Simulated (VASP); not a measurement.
# HfN (F-43m) in VASP: a series of runs

The runs below take HfN through single point, with PBEsol.

Program: VASP 6.6.1. These are calculated values, not measurements. Logs are shortened: lines on timing, memory, paths and dates and some standing lists are left out, and cuts for length are marked.

## Step 1: The structure

It takes space group F-43m (No. 216, cubic). Conventional cell: a = 4.910 Å, b = 4.910 Å, c = 4.910 Å, α = 90.00°, β = 90.00°, γ = 90.00°. Around Hf (site symmetry -43m) lie 4 N at 2.13 Å. Around N (site symmetry -43m) lie 4 Hf at 2.13 Å.

The cell comes from a database or a generator and needn't be the stable form of this composition.

## Step 2: Single point, PBEsol

INCAR

```
SYSTEM = HfN
PREC = Accurate ; ENCUT = 460
EDIFF = 1E-7 ; ISMEAR = 0
SIGMA = 0.05 ; LREAL = .False.
LASPH = .False. ; NELM = 100
ALGO = Normal ; ISIF = 2
LWAVE = .False. ; LCHARG = .False.
GGA = PS ; ADDGRID = .False.
```

KPOINTS

```
Automatic mesh
0
Gamma
  5 5 5
  0 0 0
```

POSCAR

```
HfN
1.0
    0.0000000000      2.4548220000      2.4548220000
    2.4548220000      0.0000000000      2.4548220000
    2.4548220000      2.4548220000      0.0000000000
Hf N
1 1
Direct
    0.0000000000      0.0000000000      0.0000000000
    0.2500000000      0.2500000000      0.2500000000
```

Potentials or basis: VASP PAW PBE potentials, release 64 (Hf_pv, N).

Command:

```bash
$ cat potpaw_PBE.64/Hf_pv/POTCAR potpaw_PBE.64/N/POTCAR > POTCAR
$ mpirun -np 1 vasp_std > vasp.out
```

OUTCAR:

```text
SYSTEM = HfN
   PREC = Accurate
   ENCUT = 460
   EDIFF = 1E-7
   ISMEAR = 0
   LREAL = .False.
   LASPH = .False.
   NELM = 100
   ISIF = 2
   GGA = PS

 Found     10 irreducible k-points:

 Following reciprocal coordinates:
            Coordinates               Weight
  0.000000  0.000000  0.000000      1.000000
  0.200000  0.000000  0.000000      8.000000
  0.400000  0.000000  0.000000      8.000000
  0.200000  0.200000  0.000000      6.000000
  0.400000  0.200000  0.000000     24.000000
 -0.400000  0.200000  0.000000     24.000000
   k-points           NKPTS =     10   k-points in BZ     NKDIM =     10   number of bands    NBANDS=     11
   number of dos      NEDOS =    301   number of ions     NIONS =      2
   total plane-waves  NPLWV =  13824
   dimension x,y,z NGX =    24 NGY =   24 NGZ =   24
   dimension x,y,z NGXF=    48 NGYF=   48 NGZF=   48
   ions per type =               1   1
   NGX,Y,Z   is equivalent  to a cutoff of  11.49, 11.49, 11.49 a.u.
   NGXF,Y,Z  is equivalent  to a cutoff of  22.99, 22.99, 22.99 a.u.
 SYSTEM =  HfN
   PREC   = accura    normal or accurate (medium, high low for compatibility)
   ISTART =      0    job   : 0-new  1-cont  2-samecut
   ICHARG =      2    charge: 1-file 2-atom 10-const
   ISPIN  =      1    spin polarized calculation?
   LNONCOLLINEAR =      F non collinear calculations
   LSORBIT =      F    spin-orbit coupling
   LASPH  =      F    aspherical Exc in radial PAW
   ENCUT  =  460.0 eV  33.81 Ry    5.81 a.u.   6.07  6.07  6.07*2*pi/ulx,y,z
   NELM   =    100;   NELMIN=  2; NELMDL= -5     # of ELM steps
   EDIFF  = 0.1E-06   stopping-criterion for ELM
   LREAL  =      F    real-space projection
   EDIFFG = 0.1E-05   stopping-criterion for IOM
   NSW    =      0    number of steps for IOM
   IBRION =     -1    ionic relax: 0-MD 1-quasi-New 2-CG
   NFREE  =      0    steps in history (QN), initial steepest desc. (CG)
   ISIF   =      2    stress and relaxation
   ISYM   =      2    0-nonsym 1-usesym 2-fastsym
   POTIM  = 0.5000    time-step for ionic-motion
   TEBEG  =    0.0;   TEEND  =   0.0 temperature during run
   PSTRESS=    0.0 pullay stress
   NELECT =      15.0000    total number of electrons
   NUPDOWN=      -1.0000    fix difference up-down
   EMIN   =  10.00;   EMAX   =-10.00  energy-range for DOS
   EFERMI =   0.00;   METHOD = LEGACY
   ISMEAR =     0;   SIGMA  =   0.05  broadening in eV -4-tet -1-fermi 0-gaus
   EFERMI_NEDOS =   21; number of points for ismear=-14 and -15
   IALGO  =     38    algorithm
   IMIX   =      4    mixing-type and parameters
     AMIX     =   0.40;   BMIX     =  1.00
     AMIX_MAG =   1.60;   BMIX_MAG =  1.00
  volume/ion in A,a.u.               =      14.79        99.83
  Fermi-wavevector in a.u.,A,eV,Ry     =   1.305395  2.466839 23.185087  1.704056
  Thomas-Fermi vector in A             =   2.436267
   LORBIT       =      0    0 simple, 1 ext, 2 COOP (PROOUT), +10 PAW based schemes
   GGA     = PS    functional components
   LHFCALC =     F    Hartree Fock is set to
   AEXX    =    0.0000 exact exchange contribution
   IVDW    =     0    specifies the selected vdW correction
   LEPSILON=     F    determine dielectric tensor
   LRPA    =     F    only Hartree local field effects (RPA)
 non-spin polarized calculation
 Gauss-broadening in eV      SIGMA  =   0.05
  energy-cutoff  :      460.00
  volume of cell :       29.59
 maximum number of plane-waves:       678
   NGX = 13   NGY = 13   NGZ = 13

 number of electron      14.9999996 magnetization

 Free energy of the ion-electron system (eV)
  ---------------------------------------------------
  ext. energy  EPLUGINS =         0.00000000
  ---------------------------------------------------
  free energy    TOTEN  =       -22.18490167 eV

  energy without entropy =      -22.18120993  energy(sigma->0) =      -22.18305580

 E-fermi :   5.6837     XC(G=0): -11.3973

 val. band max:        5.6524260943   @ k =   0.4000   0.2000   0.0000
 cond. band min:       5.7977114563   @ k =  -0.4000   0.2000   0.0000
 fundamental gap:      0.1452853620
 Fermi energy:         5.6837086634

 k-point     1 :       0.0000    0.0000    0.0000
  band No.  band energies     occupation
      1     -25.4432      2.00000
      2     -25.4432      2.00000
      3     -25.4432      2.00000
      4     -10.5085      2.00000
      5       0.1430      2.00000
      6       0.1430      2.00000
      7       0.1430      2.00000
      8       4.8641      2.00000
      9       7.8038      0.00000
     10       7.8038      0.00000
     11      12.1891      0.00000

 k-point     2 :       0.2000    0.0000    0.0000
  band No.  band energies     occupation
      1     -25.6129      2.00000
      2     -25.4651      2.00000
      3     -25.4651      2.00000
      4     -10.0902      2.00000
      5      -0.4028      2.00000
      6       0.3916      2.00000
      7       0.3916      2.00000
      8       6.5360      0.00000
      9       7.4190      0.00000
     10       7.4190      0.00000
     11      11.3986      0.00000

 k-point     3 :       0.4000    0.0000    0.0000
  band No.  band energies     occupation
      1     -25.8736      2.00000
      2     -25.5003      2.00000
      3     -25.5003      2.00000
      4      -9.4964      2.00000
      5      -0.2789      2.00000
      6       0.6944      2.00000
      7       0.6944      2.00000
      8       7.3576      0.00000
      9       7.9372      0.00000
     10       7.9372      0.00000
     11      10.0965      0.00000

 k-point     4 :       0.2000    0.2000    0.0000
  band No.  band energies     occupation
      1     -25.6153      2.00000
      2     -25.4989      2.00000
      3     -25.4989      2.00000
      4      -9.9486      2.00000
      5      -0.7950      2.00000
      6       0.6600      2.00000
      7       0.6600      2.00000
      8       5.9161      0.00000
      9       7.2975      0.00000
     10       8.3371      0.00000
     11      12.1957      0.00000

 k-point     5 :       0.4000    0.2000    0.0000
  band No.  band energies     occupation
      1     -25.8052      2.00000
      2     -25.5593      2.00000
      3     -25.5377      2.00000
      4      -9.4157      2.00000
      5      -0.7628      2.00000
      6       0.9043      2.00000
      7       1.0864      2.00000
      8       5.6524      1.62374
      9       7.9504      0.00000
     10       8.7181      0.00000
     11      11.2807      0.00000

 k-point     6 :      -0.4000    0.2000    0.0000
  band No.  band energies     occupation
      1     -25.8642      2.00000
      2     -25.6190      2.00000
      3     -25.5281      2.00000
      4      -9.2358      2.00000
      5       0.0234      2.00000
      6       0.5031      2.00000
      7       1.0775      2.00000
      8       5.7977      0.00126
      9       7.7019      0.00000
     10       8.0997      0.00000
     11      11.3907      0.00000

 [... further k-points ...]
[... 5 lines left out ...]
  --------------------------------------------------------------------------------------
  -------------------------------------------------------------------------------------
  Total       -1.1169470     -1.1169470     -1.1169470      0.0000000      0.0000000      0.0000000
  in kB      -60.4857606    -60.4857606    -60.4857606      0.0000000      0.0000000      0.0000000
  external PRESSURE =     -60.4857606 kB  Pullay stress =       0.0000000 kB

 VOLUME and BASIS-vectors are now :
 -----------------------------------------------------------------------------
  energy-cutoff  :      460.00
  volume of cell :       29.59
      direct lattice vectors                 reciprocal lattice vectors
     0.000000000  2.454822000  2.454822000    -0.203680756  0.203680756  0.203680756
     2.454822000  0.000000000  2.454822000     0.203680756 -0.203680756  0.203680756
     2.454822000  2.454822000  0.000000000     0.203680756  0.203680756 -0.203680756

 POSITION                                       TOTAL-FORCE (eV/Angst)
 -----------------------------------------------------------------------------------
      0.00000      0.00000      0.00000         0.000000      0.000000      0.000000
      1.22741      1.22741      1.22741        -0.000000     -0.000000     -0.000000
 -----------------------------------------------------------------------------------
    total drift:                                0.000000      0.000000      0.000000

  FREE ENERGIE OF THE ION-ELECTRON SYSTEM (eV)
  ---------------------------------------------------
  free  energy   TOTEN  =       -22.1849016651 eV

  energy  without entropy=      -22.1812099325  energy(sigma->0) =      -22.18305580
```

It took 2.1 s on 1 thread of Intel Xeon 6975P-C (Granite Rapids), shared host; peak memory 0.13 GiB.

The run converged, but some of its settings lie outside the range that counts as converged, so its numbers aren't taken as properties of the crystal.

What came out:

* Free energy: -22.1849 eV
* Pressure: -6.0 GPa
* Band gap on the k mesh: none (metal or under the smearing width)

Caveat: the k mesh is coarse (spacing up to 0.44 Å⁻¹), so the values aren't converged; the cutoff is under 1.25 times the usual one of these potentials, so pressure, stress and relaxed cells hold a basis-set (Pulay) error; the PAW data sets were made with another functional, which shifts forces and pressure a little.

## Step 3: Single point, PBEsol

INCAR is that of step 2.

KPOINTS is that of step 2.

POSCAR

```
HfN
1.0
    0.0000000000      2.4548220000      2.4548220000
    2.4548220000      0.0000000000      2.4548220000
    2.4548220000      2.4548220000      0.0000000000
Hf N
1 1
Direct
    0.0013890000     -0.0035870000      0.0084710000
    0.2560200000      0.2829830000      0.2320270000
```

Potentials or basis: VASP PAW PBE potentials, release 64 (Hf_pv, N).

Command:

```bash
$ cat potpaw_PBE.64/Hf_pv/POTCAR potpaw_PBE.64/N/POTCAR > POTCAR
$ mpirun -np 1 vasp_std > vasp.out
```

It took 5.8 s on 1 thread of Intel Xeon 6975P-C (Granite Rapids), shared host; peak memory 0.14 GiB.

These settings aren't checked as converged: the numbers below hold their error.

Results:

```yaml
Free_energy: -22.1416 eV
Pressure: -4.7 GPa
Largest_force: 1.097 eV/Å
Band_gap_on_the_k_mesh: none (metal or under the smearing width)
```

Caveat: the k mesh is coarse (spacing up to 0.44 Å⁻¹), so the values aren't converged; the cutoff is under 1.25 times the usual one of these potentials, so pressure, stress and relaxed cells hold a basis-set (Pulay) error; the PAW data sets were made with another functional, which shifts forces and pressure a little.

## Step 4: Single point, PBEsol

INCAR

```
SYSTEM = HfN
PREC = Normal ; ENCUT = 460
EDIFF = 1E-4 ; ISMEAR = 0
SIGMA = 0.05 ; LREAL = Auto
LASPH = .True. ; NELM = 100
ALGO = Normal ; ISIF = 2
LWAVE = .False. ; LCHARG = .False.
GGA = PS ; ADDGRID = .False.
```

KPOINTS is that of step 3.

POSCAR

```
HfN
1.0
    0.0000000000      2.4548220000      2.4548220000
    2.4548220000      0.0000000000      2.4548220000
    2.4548220000      2.4548220000      0.0000000000
Hf N
1 1
Direct
    0.0000000000      0.0000000000      0.0000000000
    0.2500000000      0.2500000000      0.2500000000
```

Command:

```bash
$ cat potpaw_PBE.64/Hf_pv/POTCAR potpaw_PBE.64/N/POTCAR > POTCAR
$ mpirun -np 1 vasp_std > vasp.out
```

Run time: 2.5 s. Hardware: 1 thread of Intel Xeon 6975P-C (Granite Rapids), shared host; peak memory 0.11 GiB.

These settings aren't checked as converged: the numbers below hold their error.

What came out:

| Item | Value |
| --- | --- |
| Free energy | -22.1877 eV |
| Pressure | -6.2 GPa |
| Band gap on the k mesh | none (metal or under the smearing width) |

Caveat: the k mesh is coarse (spacing up to 0.44 Å⁻¹), so the values aren't converged; the cutoff is under 1.25 times the usual one of these potentials, so pressure, stress and relaxed cells hold a basis-set (Pulay) error; the PAW data sets were made with another functional, which shifts forces and pressure a little.

(Continued in part 2 of 2.)
